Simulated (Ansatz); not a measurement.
The system is Pb.

```
Pb
1.0
     0.00000    2.47502    2.47502
     2.47502    0.00000    2.47502
     2.47502    2.47502    0.00000
Pb
1
Direct
  0.00000 0.00000 0.00000
```

```yaml
Program: Ansatz 0.2.0
Task: relaxation of cell and atoms
Functional: BPBE
Potentials_or_basis: Ansatz PAW
Cutoff: "420 eV (not typed: the program's choice for these potentials)"
k_mesh: 9 × 9 × 9
Occupations: fermi-dirac, width 0.05 eV
Spin: no spin polarisation
```

At the start: volume 30.32 Å³/atom.

Task: Where does the relaxation end?

Result: It ends after 4 steps and the volume is 31.74 Å³/atom (+4.7 %); space group Fm-3m (No. 225, to 0.05 Å).

The path:
```
step  energy change (eV)  largest force (eV/Å)  volume (Å³)
   1              0.0000                0.0000        30.32
   2             -0.0085                0.0000        31.78
   3             -0.0085                0.0000        31.74
   4             -0.0087                0.0000        31.74
```

Final structure:
```yaml
crystal:
  lattice:
    - [0.00000, 2.51300, 2.51300]
    - [2.51300, 0.00000, 2.51300]
    - [2.51300, 2.51300, 0.00000]
  atoms:
    - { symbol: Pb, position: [0.00000, 0.00000, 0.00000] }
```

The cell as given is a measured one (30.32 Å³/atom); BPBE puts the equilibrium volume +4.7 % from it, thermal expansion not counted.

Caveat: the plane-wave basis is chosen anew once the cell has moved, so the energies of steps on either side of that aren't comparable; the PAW data sets come from PBE, with cores solved anew for the run's functional, which leaves a small shift of forces and pressure.
